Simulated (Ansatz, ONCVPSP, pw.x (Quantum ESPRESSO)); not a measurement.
**Equation-of-state test of one ONCV potential (germanium (Ge))**

ONCVPSP 4.0.1.1 (patched build) input, shortened (lines: element, Z, core and valence counts, functional; n l f; lmax; l rc ep ncon nbas qcut; lloc lpopt rc5 dvloc0; l nproj debl; icmod fcfact rcfact), PBE, scalar-relativistic:

```
  Ge 32.00    6    2        4      upf
    1    0    2.00
    2    0    2.00
    2    1    6.00
    3    0    2.00
    3    1    6.00
    3    2   10.00
    4    0    1.75
    4    1    2.25
    1
    0    1.45    0.00    3    6    3.90
    1    1.75    0.00    3    7    5.40
    4    5    0.66    2.00
    0    2    3.10
    1    2    1.50
    3    2.50    1.25
```

Crystal test: diamond Ge in pw.x 7.5, no spin, 8³ k-points, Fermi–Dirac smearing 0.01 Ry, cutoffs 70/280 Ry. The lattice is a test structure that the element need not adopt, and mesh and smearing are coarse.

pw.x input:

```
&control
  calculation='scf', prefix='x', pseudo_dir='./', outdir='./tmp', tstress=.true., disk_io='none'
/
&system
  ibrav=0, nat=2, ntyp=1, ecutwfc=70, ecutrho=280, nbnd=11,
  occupations='smearing', smearing='fd', degauss=0.01
/
&electrons
  conv_thr=1e-09, mixing_beta=0.4, electron_maxstep=70
/
ATOMIC_SPECIES
Ge 1.0 Ge.UPF
CELL_PARAMETERS angstrom
  0.00000000 2.88253474 2.88253474
  2.88253474 0.00000000 2.88253474
  2.88253474 2.88253474 0.00000000
ATOMIC_POSITIONS crystal
Ge 0.0000 0.0000 0.0000
Ge 0.2500 0.2500 0.2500
K_POINTS automatic
8 8 8 0 0 0
```

```bash
pw.x < Ge.scf.in > Ge.scf.out
```

**Question.** How does the run end?

**Answer.** It converges; the pressure is -398.38 GPa against 0.00 GPa from all-electron LAPW. The generator flags a localised state at positive energy (p at 17 eV). The pseudo pressure rises with volume over the whole range, a mechanical instability. Note: ghosts flagged at negative energy: s at -195.2 eV; GHOST(+) flagged for p at 17.1 eV. A true bound ghost makes a file unfit for plane-wave use. A pressure error of this size marks a broken potential; the numbers have no physical meaning. The log shows:

```
     iteration #  1     ecut=    70.00 Ry     beta= 0.40
     total energy              =     -56.29494748 Ry
     estimated scf accuracy    <      16.78391223 Ry
     iteration #  2     ecut=    70.00 Ry     beta= 0.40
     total energy              =     -51.81028671 Ry
     estimated scf accuracy    <       5.70032968 Ry
     iteration #  3     ecut=    70.00 Ry     beta= 0.40
     total energy              =     -52.07226668 Ry
     estimated scf accuracy    <       0.03549040 Ry
     iteration #  4     ecut=    70.00 Ry     beta= 0.40
     total energy              =     -52.07690619 Ry
     estimated scf accuracy    <       0.00218520 Ry
     iteration #  5     ecut=    70.00 Ry     beta= 0.40
     total energy              =     -52.07736877 Ry
     estimated scf accuracy    <       0.00004222 Ry
     iteration #  6     ecut=    70.00 Ry     beta= 0.40
     c_bands:  1 eigenvalues not converged
     total energy              =     -52.07735370 Ry
     estimated scf accuracy    <       0.00016670 Ry
     iteration #  7     ecut=    70.00 Ry     beta= 0.40
     total energy              =     -52.07736189 Ry
     estimated scf accuracy    <       0.00000004 Ry
     iteration #  8     ecut=    70.00 Ry     beta= 0.40
     total energy              =     -52.07736215 Ry
     estimated scf accuracy    <       0.00000009 Ry
     iteration #  9     ecut=    70.00 Ry     beta= 0.40
     the Fermi energy is     2.1947 ev
!    total energy              =     -52.07736216 Ry
     estimated scf accuracy    <          8.9E-10 Ry
     smearing contrib. (-TS)   =      -0.00377736 Ry
     The total energy is F=E-TS. E is the sum of the following terms:
     one-electron contribution =     -39.59524597 Ry
     hartree contribution      =      17.21625531 Ry
     xc contribution           =     -13.87201563 Ry
     ewald contribution        =     -15.82257851 Ry
     convergence has been achieved in   9 iterations
          total   stress  (Ry/bohr**3)                   (kbar)     P=    -3983.76
     Message from routine punch:
     Nothing written, as per user request (disk_io='none')
```
